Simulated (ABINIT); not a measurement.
# InSe (R3m) in ABINIT: settings compared

One crystal, InSe, is run at these levels: LDA, PBE; tasks: single point.

All numbers are computed with ABINIT 10.8.3 (patched build); they aren't measurements. Logs are shortened: lines on timing, memory, paths and dates and some standing lists are left out, and cuts for length are marked. The log counts tension as positive stress, the text compression.

**Measured values to compare with.**

“The Interaction of Hydrogen with the van der Waals Crystal γ-InSe”, 2020, pmc:7321205 reports, for a bulk crystal of InSe at 300 K: band gap 1.25 eV.

How close the calculation comes is told below.

## (1) Starting point

It takes space group R3m (No. 160, trigonal). Conventional cell: a = 4.000 Å, b = 4.000 Å, c = 25.320 Å, α = 90.00°, β = 90.00°, γ = 120.00°. In (site symmetry 3m) is surrounded by 3 Se at 2.63 Å and 1 In at 2.82 Å. Around In (site symmetry 3m) lie 3 Se at 2.64 Å and 1 In at 2.82 Å. Around Se (site symmetry 3m) lie 3 In at 2.63 Å. Se (site symmetry 3m) has 3 In at 2.64 Å as nearest neighbours.

## (2) Single point, LDA

Input file run.abi:

```
# Pseudopotentials
pp_dirpath "./"
pseudos "In.hgh, Se.hgh"

# Structure
acell 16.5355823142 16.5355823142 16.5355823142
rprim
     0.2285648112     0.1319619553     0.9645435031
    -0.2285648112     0.1319619553     0.9645435031
     0.0000000000    -0.2639239105     0.9645435031
ntypat 2
znucl 49 34
natom 4
typat 1 1 2 2
xcart
     0.0000000000     0.0000000000    22.4993520000
     0.0000000000     0.0000000000     0.0000000000
     0.0000000000     0.0000000000     4.3525080000
     0.0000000000     0.0000000000     9.7102200000 Angstrom

# Plane-wave basis
ecut 14.0

# k points
kptopt 1
ngkpt 6 6 6
nshiftk 1
shiftk 0.0 0.0 0.0

# Exchange and correlation
ixc 7

# Bands and occupations
nband 13
occopt 3
tsmear 0.05 eV

# SCF cycle
nstep 100
tolvrs 1.0e-10

# Output
iomode 3
prtwf 0
prteig 0
prtebands 0
prtden 1
prtvha 1
prtvclmb 1
prtpot 1
prtelf 1
```

Potentials or basis: HGH LDA.

On the command line:

```bash
abinit run.abi > log 2>&1
```

run.abo:

```text
.Version 10.8.3 of ABINIT
 Symmetries : space group R3 m (#160); Bravais hR (rhombohedral)
================================================================================
 Values of the parameters that define the memory need of the present run
     intxc =       0    ionmov =       0      iscf =       7    lmnmax =       6
     lnmax =       6     mgfft =      60  mpssoang =       3    mqgrid =    3001
     natom =       4  nloc_mem =       1    nspden =       1   nspinor =       1
    nsppol =       1      nsym =       6    n1xccc =       0    ntypat =       2
    occopt =       3   xclevel =       1
       mpw =        1992          nfft =      216000          nkpt =          32
================================================================================
================================================================================

--------------------------------------------------------------------------------
------------- Echo of variables that govern the present computation ------------
--------------------------------------------------------------------------------
 -outvars: echo values of preprocessed input variables --------
            acell      1.6535582314E+01  1.6535582314E+01  1.6535582314E+01 Bohr
              amu      1.14820000E+02  7.89600000E+01
             ecut      1.40000000E+01 Hartree
              ixc           7
         kptrlatt        6    0    0      0    6    0      0    0    6
          kptrlen      4.53534270E+01
            natom           4
            nband          13
            ngfft          60      60      60
             nkpt          32
            nstep         100
             nsym           6
           ntypat           2
           occopt           3
        prtebands           0
           prteig           0
           prtelf           1
           prtpot           1
         prtvclmb           1
           prtvha           1
            prtwf           0
            rprim      2.2856481120E-01  1.3196195530E-01  9.6454350310E-01
                      -2.2856481120E-01  1.3196195530E-01  9.6454350310E-01
                       0.0000000000E+00 -2.6392391050E-01  9.6454350310E-01
          spgroup         160
           tolvrs      1.00000000E-10
           tsmear      1.83746611E-03 Hartree
            typat      1  1  2  2
           xangst      8.3436304655E-17 -3.4909071547E-17  2.2499352000E+01
                       8.2897821643E-27 -7.7754714142E-10 -8.1550221515E-26
                      -1.0658040084E-17 -6.2713036087E-10  4.3525080000E+00
                      -7.9812544259E-18 -4.4197527062E-10  9.7102200000E+00
            xcart      1.5767176476E-16 -6.5968584534E-17  4.2517613290E+01
                       1.5665417934E-26 -1.4693511473E-09 -1.5410758417E-25
                      -2.0140776798E-17 -1.1851046273E-09  8.2250480808E+00
                      -1.5082385006E-17 -8.3521221589E-10  1.8349656422E+01
             xred      8.8860000053E-01  8.8860000053E-01  8.8860000087E-01
                      -1.1222926292E-10 -1.1222926292E-10  2.2445852584E-10
                       1.7190000001E-01  1.7190000001E-01  1.7190000035E-01
                       3.8350000016E-01  3.8350000016E-01  3.8350000050E-01
            znucl       49.00000   34.00000

================================================================================

 chkinp: Checking input parameters for consistency.

================================================================================
== DATASET  1 ==================================================================

--- !DatasetInfo
iteration_state: {dtset: 1, }
dimensions: {natom: 4, nkpt: 32, mband: 13, nsppol: 1, nspinor: 1, nspden: 1, mpw: 1992, }
cutoff_energies: {ecut:  14.0, pawecutdg:  -1.0, }
electrons: {nelect:   1.80000000E+01, charge:   0.00000000E+00, occopt:   3.00000000E+00, tsmear:   1.83746611E-03, }
meta: {optdriver: 0, ionmov: 0, optcell: 0, iscf: 7, paral_kgb: 0, }
...

 Exchange-correlation functional for the present dataset will be:
  LDA: Perdew-Wang 92 LSD fit to Ceperley-Alder data - ixc=7
  J.P.Perdew and Y.Wang, PRB 45, 13244 (1992)

 Real(R)+Recip(G) space primitive vectors, cartesian coordinates (Bohr,Bohr^-1):
 R(1)=  3.7794522  2.1820678 15.9492885  G(1)=  0.1322943  0.0763802  0.0208996
 R(2)= -3.7794522  2.1820678 15.9492885  G(2)= -0.1322943  0.0763802  0.0208996
 R(3)=  0.0000000 -4.3641355 15.9492885  G(3)=  0.0000000 -0.1527603  0.0208996
 Unit cell volume ucvol=  7.8920470E+02 bohr^3
 Angles (23,13,12)=  2.64251818E+01  2.64251818E+01  2.64251818E+01 degrees

 getcut: wavevector=  0.0000  0.0000  0.0000  ngfft=  60  60  60
         ecut(hartree)=     14.000   => boxcut(ratio)=   2.15443

--- Pseudopotential description ------------------------------------------------
[... 70 lines left out ...]
- [ -3.7794522,   2.1820678,  15.9492885, ]
- [  0.0000000,  -4.3641355,  15.9492885, ]
lattice_lengths: [  16.53558,   16.53558,   16.53558, ]
lattice_angles: [ 26.425,  26.425,  26.425, ] # degrees, (23, 13, 12)
lattice_volume:   7.8920470E+02
convergence: {deltae: -2.274E-13, res2:  6.963E-11, residm:  6.472E-06, diffor: null, }
etotal    :  -2.31654043E+01
entropy   :   0.00000000E+00
fermie    :   6.91632413E-02
cartesian_stress_tensor: # hartree/bohr^3
- [  1.90750871E-04,   0.00000000E+00,   0.00000000E+00, ]
- [  0.00000000E+00,   1.90750871E-04,  -6.06520813E-14, ]
- [  0.00000000E+00,  -6.06520813E-14,   2.47896477E-04, ]
pressure_GPa:  -6.1725E+00
xred      :
- [  8.8860E-01,   8.8860E-01,   8.8860E-01, In]
- [ -1.1223E-10,  -1.1223E-10,   2.2446E-10, In]
- [  1.7190E-01,   1.7190E-01,   1.7190E-01, Se]
- [  3.8350E-01,   3.8350E-01,   3.8350E-01, Se]
cartesian_forces: # hartree/bohr
- [ -3.08516871E-19,   9.36791562E-19,   3.80689387E-03, ]
- [  6.04420898E-21,  -2.81651203E-19,  -3.51754026E-03, ]
- [  2.23739498E-19,   8.22299352E-19,   7.58427968E-03, ]
- [  7.87331641E-20,  -1.47743971E-18,  -7.87363329E-03, ]
force_length_stats: {min:   3.51754026E-03, max:   7.87363329E-03, mean:   5.69558677E-03, }
...

 Integrated electronic density in atomic spheres:
 ------------------------------------------------
 Atom  Sphere_radius  Integrated_density
    1        2.00000          0.65473632
    2        2.00000          0.65232501
    3        2.00000          3.25687830
    4        2.00000          3.25091332
================================================================================

 ----iterations are completed or convergence reached----

 Mean square residual over all n,k,spin=   39.116E-09; max=  64.716E-07
 reduced coordinates (array xred) for    4 atoms
       0.888600000530      0.888600000530      0.888600000867
      -0.000000000112     -0.000000000112      0.000000000224
       0.171900000012      0.171900000012      0.171900000349
       0.383500000165      0.383500000165      0.383500000502
 rms dE/dt=  9.6484E-02; max dE/dt=  1.2558E-01; dE/dt below (all hartree)
    1      -0.060717227714     -0.060717227714     -0.060717227714
    2       0.056102285290      0.056102285290      0.056102285290
    3      -0.120963843715     -0.120963843715     -0.120963843715
    4       0.125578869613      0.125578869613      0.125578869613

 cartesian coordinates (angstrom) at end:
    1      0.00000000000000    -0.00000000000000    22.49935200000000
    2      0.00000000000000    -0.00000000077755    -0.00000000000000
    3     -0.00000000000000    -0.00000000062713     4.35250800000000
    4     -0.00000000000000    -0.00000000044198     9.71022000000000

 cartesian forces (hartree/bohr) at end:
    1     -0.00000000000000     0.00000000000000     0.00380689386969
    2      0.00000000000000    -0.00000000000000    -0.00351754026223
    3      0.00000000000000     0.00000000000000     0.00758427967809
    4      0.00000000000000    -0.00000000000000    -0.00787363328554
 frms,max,avg= 3.4926223E-03 7.8736333E-03   0.000E+00  0.000E+00 -1.308E-09 h/b

 cartesian forces (eV/Angstrom) at end:
    1     -0.00000000000000     0.00000000000000     0.19575835357508
    2      0.00000000000000    -0.00000000000000    -0.18087919283786
    3      0.00000000000000     0.00000000000000     0.38999934163036
    4      0.00000000000000    -0.00000000000000    -0.40487850236759
 frms,max,avg= 1.7959786E-01 4.0487850E-01   0.000E+00  0.000E+00 -6.728E-08 e/A
 length scales= 16.535582314200 16.535582314200 16.535582314200 bohr
              =  8.750253323749  8.750253323749  8.750253323749 angstroms
 Fermi (or HOMO) energy (hartree) =   0.06916   Average Vxc (hartree)=  -0.29489
 Eigenvalues (hartree) for nkpt=  32  k points:
 kpt#   1, nband= 13, wtk=  0.00463, kpt=  0.0000  0.0000  0.0000 (reduced coord)
  -0.44011   -0.42826   -0.17117   -0.06722    0.00499    0.01382    0.01382    0.01762
   0.01762    0.12562    0.13438    0.22352    0.22352
      occupation numbers for kpt#   1
   2.00000    2.00000    2.00000    2.00000    2.00000    2.00000    2.00000    2.00000
   2.00000    0.00000    0.00000    0.00000    0.00000
 prteigrs : prtvol=0 or 1, do not print more k-points.

--- !EnergyTerms
iteration_state     : {dtset: 1, }
comment             : Components of total free energy in Hartree
kinetic             :  7.96845855726962E+00
hartree             :  3.51331446425111E+00
xc                  : -5.51688500124256E+00
Ewald energy        : -2.01047608421946E+01
psp_core            :  1.23454890939300E+00
local_psp           : -1.25562862997168E+01
non_local_psp       :  2.29621120326846E+00
internal            : -2.31653990089718E+01
'-kT*entropy'       : -5.27170043678960E-06
total_energy        : -2.31654042806722E+01
total_energy_eV     : -6.30362763425673E+02
band_energy         : -2.46436506868938E+00
...

 Cartesian components of stress tensor (hartree/bohr^3)
  sigma(1 1)=  1.90750871E-04  sigma(3 2)= -6.06520813E-14
  sigma(2 2)=  1.90750871E-04  sigma(3 1)=  0.00000000E+00
  sigma(3 3)=  2.47896477E-04  sigma(2 1)=  0.00000000E+00

-Cartesian components of stress tensor (GPa)         [Pressure= -6.1725E+00 GPa]
- sigma(1 1)=  5.61208438E+00  sigma(3 2)= -1.78444584E-09
- sigma(2 2)=  5.61208438E+00  sigma(3 1)=  0.00000000E+00
- sigma(3 3)=  7.29336615E+00  sigma(2 1)=  0.00000000E+00

== END DATASET(S) ==============================================================
================================================================================

 -outvars: echo values of variables after computation  --------
            acell      1.6535582314E+01  1.6535582314E+01  1.6535582314E+01 Bohr
           etotal     -2.3165404281E+01
            fcart     -3.0851687061E-19  9.3679156215E-19  3.8068938697E-03
                       6.0442089765E-21 -2.8165120277E-19 -3.5175402622E-03
                       2.2373949755E-19  8.2229935193E-19  7.5842796781E-03
                       7.8733164077E-20 -1.4774397113E-18 -7.8736332855E-03
            rprim      2.2856481120E-01  1.3196195530E-01  9.6454350310E-01
                      -2.2856481120E-01  1.3196195530E-01  9.6454350310E-01
                       0.0000000000E+00 -2.6392391050E-01  9.6454350310E-01
           strten      1.9075087092E-04  1.9075087111E-04  2.4789647666E-04
                      -6.0652081296E-14  0.0000000000E+00  0.0000000000E+00
           xangst      8.3436304655E-17 -3.4909071547E-17  2.2499352000E+01
                       8.2897821643E-27 -7.7754714142E-10 -8.1550221515E-26
                      -1.0658040084E-17 -6.2713036087E-10  4.3525080000E+00
                      -7.9812544259E-18 -4.4197527062E-10  9.7102200000E+00
             xred      8.8860000053E-01  8.8860000053E-01  8.8860000087E-01
                      -1.1222926292E-10 -1.1222926292E-10  2.2445852584E-10
                       1.7190000001E-01  1.7190000001E-01  1.7190000035E-01
                       3.8350000016E-01  3.8350000016E-01  3.8350000050E-01
 Calculation completed.
```

Run time: 1.7 min. Hardware: 1 thread of Arm Neoverse V1, shared host; peak memory 0.11 GiB.

Results:

- Free energy: -630.3628 eV
- Largest force: 0.405 eV/Å
- Band gap on the k mesh: 0.34 eV, direct
- Valence electrons inside the program's atomic spheres: In 0.65; Se 3.26, 3.25

Forces on the atoms (eV/Å):
```
In   0.000  0.000  0.196
In   0.000  0.000 -0.181
Se   0.000  0.000  0.390
Se   0.000  0.000 -0.405
```

Levels at points of the mesh, in eV from the valence-band top:
```
           k point  band 5  band 6  band 7  band 8  band 9  band 10  band 11  band 12  band 13
(0.00, 0.00, 0.00)   -1.58   -1.34   -1.34   -1.23   -1.23     1.71     1.94     4.37     4.37
(0.50, 0.00, 0.00)   -3.50   -2.41   -2.40   -2.27   -1.71     1.12     1.91     3.53     3.87
(0.50, 0.50, 0.00)   -3.27   -2.68   -2.54   -2.11   -1.55     1.08     1.92     3.19     3.51
(0.50, 0.50, 0.50)   -1.40   -1.40   -1.16   -1.16    0.00     0.34     2.07     4.28     4.28
```

Caveat: the cutoff is too short for stress, so the log's stress isn't used; spin-orbit coupling is left out, which moves the levels of the heavy elements; HGH potentials are hard and often keep d shells in the core, so these values are rough. A k mesh can miss the band edges.

## (3) Single point, PBE, spin-orbit coupling, no magnetisation

Input file run.abi:

```
pp_dirpath "./"
pseudos "In.GGA_PBE-JTH_sp.xml, Se.GGA_PBE-JTH.xml"

acell 3*1.0
rprim
     3.7794522493     2.1820677735    15.9492884918
    -3.7794522493     2.1820677735    15.9492884918
     0.0000000000    -4.3641355471    15.9492884918
ntypat 2
znucl 49 34
natom 4
typat 1 1 2 2
xred
     0.8886000000     0.8886000000     0.8886000000
     0.0000000000     0.0000000000     0.0000000000
     0.1719000000     0.1719000000     0.1719000000
     0.3835000000     0.3835000000     0.3835000000

ecut 10.0
pawecutdg 20.0
pawovlp 30

kptopt 4
ngkpt 6 6 6
nshiftk 1
shiftk 0.0 0.0 0.0

ixc 11

nband 26
occopt 3
tsmear 0.05 eV

nspinor 2
nspden 1
pawspnorb 1

nstep 100
tolvrs 1.0e-9

iomode 3
prtwf 0
prtden 0
prteig 0
prtebands 0
enunit 1
prtvol 2
```

Potentials or basis: JTH PAW PBE v2.0 sp.

On the command line:

```bash
abinit run.abi > log 2>&1
```

It took 8.6 min on 1 thread of Arm Neoverse V1, shared host; peak memory 0.31 GiB.

The run converged. Its results:

* Free energy: -635.9884 eV
* Largest force: 0.594 eV/Å
* Band gap on the k mesh: 0.44 eV, direct

Forces on the atoms (eV/Å):
```
In   0.000  0.000  0.594
In   0.000  0.000 -0.576
Se   0.000  0.000 -0.445
Se   0.000  0.000  0.428
```

Levels at points of the mesh, in eV from the valence-band top:
| k point | band 14 | band 15 | band 16 | band 17 | band 18 | band 19 | band 20 | band 21 | band 22 | band 23 |
| --- | --- | --- | --- | --- | --- | --- | --- | --- | --- | --- |
| (0.00, 0.00, 0.00) | -1.36 | -1.22 | -1.22 | -1.12 | -1.12 | 1.69 | 1.69 | 2.06 | 2.06 | 4.19 |
| (0.50, 0.00, 0.00) | -2.41 | -2.25 | -2.25 | -1.69 | -1.69 | 1.18 | 1.18 | 1.95 | 1.95 | 3.60 |
| (0.50, 0.50, 0.00) | -2.52 | -2.14 | -2.14 | -1.52 | -1.52 | 1.16 | 1.16 | 1.95 | 1.95 | 3.26 |
| (0.50, 0.50, 0.50) | -1.28 | -1.05 | -1.05 | 0.00 | 0.00 | 0.44 | 0.44 | 2.13 | 2.13 | 4.10 |

Caveat: the cutoff is too short for stress, so the log's stress isn't used; this set keeps more shells in the core, which shifts pressures and gaps; the atomic spheres overlap.

(Continued in part 2 of 2.)
